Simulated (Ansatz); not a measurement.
**Cu: how the energy converges with the cutoff**

Cu, P-1, a = 2.449 Å, b = 2.457 Å, c = 2.476 Å, α, β, γ = 107.7°, 108.1°, 112.5°. Ansatz: PBE, PAW, cutoff varied, Γ-centred 14×14×14 mesh on 1 atom, Gaussian smearing 0.10 eV; no spin polarisation. Single points at one geometry with displaced atoms, the cutoff alone changed; ΔE is the energy at zero smearing over the run at 600 eV. The runs up to 350 eV lie under the cutoff recommended for these PAW datasets.

```
cutoff (eV)  ΔE (meV/atom)
        200       15484.21
        250        2509.00
        300              ?
        350          17.03
        420           3.61
```

Task: Assume ΔE falls exponentially with the cutoff, fit y = ln ΔE against x, the cutoff in eV, to the other rows, and predict the missing value.

Result: y = 9.648, 7.828, 2.835, 1.284. Means x = 305.0, y = 5.3987; Σ(Δx)² = 29300, ΣΔxΔy = -1168; the slope is their ratio. y = 17.56 − 0.03988 x, a factor of ten per 58 eV. At 300 eV this gives ΔE = 269.35 meV/atom. The run gave 290.73, a ratio of 0.93. Between neighbouring rows the decay runs from a factor of ten per 41 eV to one per 104 eV, so one exponential is only a rough guide. The fast fall gives way to a slow tail, so a fit to low cutoffs promises convergence too early.

This bcc form isn't the element's structure at ambient conditions.

Cost: 6 runs of about 0.9 core-minutes in all, on Arm Neoverse V2 (shared hosts).